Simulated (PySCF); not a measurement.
## Computed NMR parameters against published values

Numbering as in the mapped SMILES `[CH3:1][C:2](=[O:3])[OH:4]`. Hydrogens are named by the atom that carries them.

What is known from experiment: δ ¹³C C2 175.1; C1 20.6; δ ¹H H(C1) 1.99 ppm (measured; solution, CD3OD, 298 K; Fulmer et al., Organometallics 2010, 29, 2176).
δ ¹³C C2 175.7; C1 20.4 ppm (measured; solution, C6D5Cl, 298 K; Fulmer et al., Organometallics 2010, 29, 2176).
δ ¹³C C2 172.3; C1 20.5; δ ¹H H(C1) 1.96 ppm (measured; solution, acetone-d6, 298 K; Fulmer et al., Organometallics 2010, 29, 2176).
δ ¹³C C2 171.7; C1 20.1; δ ¹H H(C1) 1.89 ppm (measured; solution, THF-d8, 298 K; Fulmer et al., Organometallics 2010, 29, 2176).
δ ¹³C C2 175.8; C1 20.4 ppm (measured; solution, C6D6, 298 K; Fulmer et al., Organometallics 2010, 29, 2176).
δ ¹³C C2 175.3; C1 20.3 ppm (measured; solution, toluene-d8, 298 K; Fulmer et al., Organometallics 2010, 29, 2176). Coupling constants: ²J(H(C1),H(C1)) -14.5 Hz, ¹J(C1,H(C1)) 130.0 Hz.

- PBE0-D3(BJ)/def2-TZVP geometry
- B97-2/pcSseg-2 with gauge-including orbitals
- J couplings at B3LYP/pcJ-2
- code: PySCF
- equivalent nuclei averaged, a single conformation, no relativistic terms, in vacuum

Problem. Set the calculated values beside the experiment.

Solution. 
Reference values: measured (solution, CD3OD, 298 K; Fulmer et al., Organometallics 2010, 29, 2176).
```
atoms  quantity  reference  computed  computed, scaled
   C2     δ ¹³C      175.1     177.7             169.4
   C1     δ ¹³C       20.6      20.6              17.8
H(C1)      δ ¹H       1.99      2.00              2.02
```

Reference values: measured (solution, C6D5Cl, 298 K; Fulmer et al., Organometallics 2010, 29, 2176).
```json
{"atoms": "C2", "quantity": "δ ¹³C", "reference": "175.7", "computed": "177.7", "computed, scaled": "169.4"}
{"atoms": "C1", "quantity": "δ ¹³C", "reference": "20.4", "computed": "20.6", "computed, scaled": "17.8"}
```

Reference values: measured (solution, acetone-d6, 298 K; Fulmer et al., Organometallics 2010, 29, 2176).
```json
{"atoms": "C2", "quantity": "δ ¹³C", "reference": "172.3", "computed": "177.7", "computed, scaled": "169.4"}
{"atoms": "C1", "quantity": "δ ¹³C", "reference": "20.5", "computed": "20.6", "computed, scaled": "17.8"}
{"atoms": "H(C1)", "quantity": "δ ¹H", "reference": "1.96", "computed": "2.00", "computed, scaled": "2.02"}
```

Reference values: measured (solution, THF-d8, 298 K; Fulmer et al., Organometallics 2010, 29, 2176).
```csv
atoms,quantity,reference,computed,"computed, scaled"
C2,δ ¹³C,171.7,177.7,169.4
C1,δ ¹³C,20.1,20.6,17.8
H(C1),δ ¹H,1.89,2.00,2.02
```

Reference values: measured (solution, C6D6, 298 K; Fulmer et al., Organometallics 2010, 29, 2176).
```csv
atoms,quantity,reference,computed,"computed, scaled"
C2,δ ¹³C,175.8,177.7,169.4
C1,δ ¹³C,20.4,20.6,17.8
```

Reference values: measured (solution, toluene-d8, 298 K; Fulmer et al., Organometallics 2010, 29, 2176).
| atoms | quantity | reference | computed | computed, scaled |
| --- | --- | --- | --- | --- |
| C2 | δ ¹³C | 175.3 | 177.7 | 169.4 |
| C1 | δ ¹³C | 20.3 | 20.6 | 17.8 |

Computed shifts are σ(ref) − σ with the named reference compound (TMS for H and C) calculated as an isolated molecule at the same level. The measured values may be among those fitted. Expected solution values come from regression of measured δ (H and C: mostly CDCl3, vs TMS) on computed σ: ¹H (scatter 0.14 ppm rms, 0.16 ppm with the 4 outliers that the fit left out); ¹³C (scatter 2.0 ppm rms, 2.1 ppm with the 1 outlier that the fit left out). Occasional misses reach two or three times the rms, and more in compound classes unlike the fitted ones. H not on carbon is unscaled (vs computed TMS).

Coupling constants in Hz:
| coupling | reference | computed | source |
| --- | --- | --- | --- |
| ²J(H(C1),H(C1)) | -14.5 | -15.1 | measured; solution (compiled); Pretsch, Buehlmann, Badertscher, Structure Determination of Organic Compounds, 4th ed., Springer 2009 |
| ¹J(C1,H(C1)) | 130.0 | 135.0 | measured; liquid or solution (compiled); San Fabian, Garcia de la Vega, Suardiaz et al., Magn. Reson. Chem. 2013, 51, 775 (SI) |

Problem. How far are the unscaled ¹³C shifts from the references?

Solution. Mean signed difference +1.80 ppm, mean absolute 1.80 ppm over 12 comparisons; the largest is +6.0 ppm at C2 (carboxylic acid carbon).

Problem. How far are the unscaled ¹H shifts from the references?

Solution. Mean signed difference +0.05 ppm, mean absolute 0.05 ppm over 3 comparisons; the largest is +0.11 ppm at H(C1) (hydrogen on a methyl carbon α to a carbonyl).

17 of the 41 published NMR values on file for this molecule are compared. The rest: values from further sources, protons in aromatic solvents, values whose atom or origin is in doubt.

Hydrogen bonding in solution deshields acid and N–H amide carbonyl carbons by as much as 10 ppm beyond these values.
